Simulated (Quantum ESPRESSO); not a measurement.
Runs of Quantum ESPRESSO 7.5 on PbF2 (Fluorocronite). It takes space group Fm-3m (No. 225, cubic). The conventional cell has a = 5.927 Å, b = 5.927 Å, c = 5.927 Å, α = 90.00°, β = 90.00°, γ = 90.00°. Pb (site symmetry m-3m) is surrounded by 8 F at 2.57 Å. Around F (site symmetry -43m) lie 4 Pb at 2.57 Å. 

| task | level | potentials or basis | cell | k mesh | cutoff (eV) | smearing | form of the LDA correlation | SCF threshold | symmetry | share of exact exchange | q mesh for exact exchange | mesh quality | gap on the mesh (eV) | pressure (GPa) |
| --- | --- | --- | --- | --- | --- | --- | --- | --- | --- | --- | --- | --- | --- | --- |
| band structure | LDA | GBRV 1.5 LDA | as given | 8 × 8 × 8 | 612 | fermi-dirac 0.05 eV | PZ81 | 6e-10 Ry | - | - | - | not flagged | 4.25 | (a) |
| single point | PBE | GBRV 1.5 PBE | as given | 8 × 8 × 8 | 612 | fixed | - | 6e-10 Ry | - | - | - | not flagged | 4.42 | 2.4 |
| phonons | LDA | PseudoDojo 0.4.1 SR LDA standard | relaxed | 4 × 4 × 4, shifted | 1143 | fermi-dirac 0.05 eV | PW92 | 6e-10 Ry | - | - | - | not flagged | - | 0.0 |
| dielectric tensor | PBE | GBRV 1.5 PBE | as given | 6 × 6 × 6, shifted | 612 | fermi-dirac 0.05 eV | - | 6e-10 Ry | - | - | - | not flagged | - | 2.4 |
| dielectric tensor | AM05 | GBRV 1.5 PBE | as given | 6 × 6 × 6, shifted | 612 | fermi-dirac 0.05 eV | - | 6e-10 Ry | - | - | - | not flagged | - | 0.0 |
| phonons | LDA | JTH 2.0 LDA | relaxed | 4 × 4 × 4, shifted | 707 | fermi-dirac 0.05 eV | PW92 | 6e-10 Ry | - | - | - | not flagged | - | 0.1 |
| band structure | r2SCAN | SG15 PBE 1.2 | as given | 6 × 6 × 6 | 1197 | fermi-dirac 0.05 eV | - | 1e-08 Ry | off | - | - | not flagged | (b) | -1.8 |

Alike in all rows: no spin polarisation.

Problem. Fill in the values left out.

Solution. (a) -4.8; (b) 5.04.

Caveats: spin-orbit coupling is left out, which as a rule narrows the gap of such compounds by several tenths of an eV (some runs); the potentials were made for another functional, which shifts forces and pressure (some runs).

A k mesh can miss the band edges, and the runs leave out spin-orbit coupling on Pb.

Not every run made on this cell is shown here.
